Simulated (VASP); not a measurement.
# A VASP 6.6.1 single-point calculation on SnTe₂

INCAR

```
GGA = PS
PREC = Accurate
ENCUT = 520
ISIF = 2
NELM = 120
LCHARG = .FALSE.
LWAVE = .FALSE.
LREAL = .FALSE.
NSW = 0
SIGMA = 0.02
LASPH = .TRUE.
NBANDS = 25
EDIFF = 1E-7
ISMEAR = -1
IBRION = -1
```

KPOINTS

```
KPOINTS created by Atomic Simulation Environment
0
Gamma
6 6 6
0 0 0
```

POSCAR

```
Sn Te
 1.0000000000000000
    -0.0000000000000000    3.7010376708088639    3.7010376708088639
     3.7010376708088639   -0.0000000000000000    3.7010376708088639
     3.7010376708088639    3.7010376708088639   -0.0000000000000000
 Sn  Te
   1   2
Cartesian
  0.0000000000000000  0.0000000000000000 -0.0000000000000000
  1.8505188354044317  1.8505188354044317  1.8505188354044317
  5.5515565062132950  5.5515565062132950  5.5515565062132950
```

The recommended PBE PAW datasets give the neutral cell 26 valence electrons.

Command

```
mpirun -np 1 vasp_std
```

Q: Predict the outcome of this run.

A: It converged. Results: gap between bands v and c on the k mesh -2.03 eV (bands overlap: a metal); least direct gap on the k mesh 0.00 eV; pressure -1.8 GPa. Band v is the last that the valence electrons fill when counted band by band, and c is the next.

OSZICAR

```
N       E                     dE             d eps       ncg     rms          rms(c)
DAV:   1     0.184169573050E+03    0.18417E+03   -0.10889E+04   841   0.104E+03
DAV:   2     0.105103969622E+02   -0.17366E+03   -0.16422E+03   848   0.306E+02
DAV:   3    -0.100708042233E+02   -0.20581E+02   -0.20271E+02   992   0.892E+01
DAV:   4    -0.108911902391E+02   -0.82039E+00   -0.81921E+00   933   0.182E+01
DAV:   5    -0.109219166847E+02   -0.30726E-01   -0.30725E-01  1216   0.368E+00    0.647E+00
DAV:   6    -0.108999146841E+02    0.22002E-01   -0.40762E-02   972   0.171E+00    0.412E+00
DAV:   7    -0.108959144964E+02    0.40002E-02   -0.26202E-02  1032   0.117E+00    0.158E-01
DAV:   8    -0.108951398268E+02    0.77467E-03   -0.50033E-03   970   0.634E-01    0.945E-02
DAV:   9    -0.108952301312E+02   -0.90304E-04   -0.26503E-04   926   0.868E-02    0.365E-02
DAV:  10    -0.108952336577E+02   -0.35265E-05   -0.10670E-05  1019   0.192E-02    0.160E-02
DAV:  11    -0.108952366053E+02   -0.29476E-05   -0.46586E-06   881   0.810E-03    0.480E-03
DAV:  12    -0.108952366880E+02   -0.82691E-07   -0.22927E-07   852   0.375E-03
   1 F= -.10895237E+02 E0= -.10892888E+02  d E =-.469819E-02
```

For comparison, a separate PBEsol run of the intended cell, on usual settings and not on those above, gives a gap of -2.03 eV on its mesh and a pressure of -1.8 GPa.
